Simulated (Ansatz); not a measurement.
**Relaxing TaN**

Level of theory: DFT PBEsol, scalar-relativistic, plane waves, PAW in Ansatz. (420 eV cutoff, 12×12×12 k-mesh, Gaussian smearing of 0.10 eV, no spin polarisation)

What was changed: biaxial strain in the a-b plane, c and atoms relaxed: -2.0 %.

Spin–orbit coupling is left out, which can shift energies with elements as heavy as these.

Command:

```bash
ansatz run input.yaml --threads 1 --pin off --max-ram 2560MiB --backend cpu --events-out ev --progress --plain --runs-dir out
```

Input:

```yaml
crystal:
  lattice:
    - [5.1009876262, 0.0, 0.0]
    - [-2.5504938131, 4.4175848686, 0.0]
    - [0.0, 0.0, 2.9384304391]
  atoms:
    - { symbol: Ta, position: [0.0, 0.0, 0.0] }
    - { symbol: Ta, position: [0.3333333333, 0.6666666667, 0.5] }
    - { symbol: Ta, position: [0.6666666667, 0.3333333333, 0.5] }
    - { symbol: "N", position: [0.5, 0.0, 0.0] }
    - { symbol: "N", position: [0.5, 0.5, 0.0] }
    - { symbol: "N", position: [0.0, 0.5, 0.0] }
basis:
  ecutwfc: 420
kpoints:
  mp_grid: { grid: [12, 12, 12] }
hamiltonian:
  xc: pbesol
scf:
  occupations: { method: gaussian, width: 0.1 }
output:
  forces: true
  stress: true
  eigenvalues: true
relax:
  adjacent_minimum: "off"
  f_tol: 0.008
  max_steps: 40
  cell: { stress_tol: 0.015, fix: [a, b, gamma] }
```

F is the free energy. Steps run on the plane waves of an earlier cell, but the last one, and at times one on the way, on a freshly chosen basis, so a repeated geometry can differ a little in energy. The held parts of the cell keep their stress, so P needn't end at zero.

Steps:

```json
{"step": "1", "F − F(1) (eV)": "0.0000", "largest force component (eV/Å)": "0.000", "V (Å³/atom)": "11.036", "P (GPa)": "6.99"}
{"step": "2", "F − F(1) (eV)": "0.0000", "largest force component (eV/Å)": "0.000", "V (Å³/atom)": "11.034", "P (GPa)": "7.06"}
{"step": "3", "F − F(1) (eV)": "0.0000", "largest force component (eV/Å)": "0.000", "V (Å³/atom)": "11.035", "P (GPa)": "7.04"}
{"step": "4", "F − F(1) (eV)": "0.0000", "largest force component (eV/Å)": "0.000", "V (Å³/atom)": "11.035", "P (GPa)": "7.04"}
```

Relaxed structure:

```cif
data_structure
_symmetry_space_group_name_H-M 'P 1'
_symmetry_Int_Tables_number 1
_cell_length_a 5.1010
_cell_length_b 5.1010
_cell_length_c 2.9381
_cell_angle_alpha 90.000
_cell_angle_beta 90.000
_cell_angle_gamma 120.000
_cell_volume 66.21
loop_
_atom_site_label
_atom_site_type_symbol
_atom_site_fract_x
_atom_site_fract_y
_atom_site_fract_z
_atom_site_occupancy
Ta1 Ta 0.00000 0.00000 0.00000 1
Ta2 Ta 0.33333 0.66667 0.50000 1
Ta3 Ta 0.66667 0.33333 0.50000 1
N1 N 0.50000 0.00000 0.00000 1
N2 N 0.50000 0.50000 0.00000 1
N3 N 0.00000 0.50000 0.00000 1
```

Symmetry: P6/mmm, No. 191, hexagonal system. Conventional cell: a = 5.101 Å, b = 5.101 Å, c = 2.938 Å, α = 90.00°, β = 90.00°, γ = 120.00°. Around Ta (site symmetry 6/mmm) lie 6 N at 2.55 Å. Ta (site symmetry -6m2) has 6 N at 2.08 Å as nearest neighbours. N (site symmetry mmm) has 4 Ta at 2.08 Å as nearest neighbours.

The run converged. It took 65 s on 1 thread of Arm Neoverse V2 (shared host), peak memory 0.48 GiB.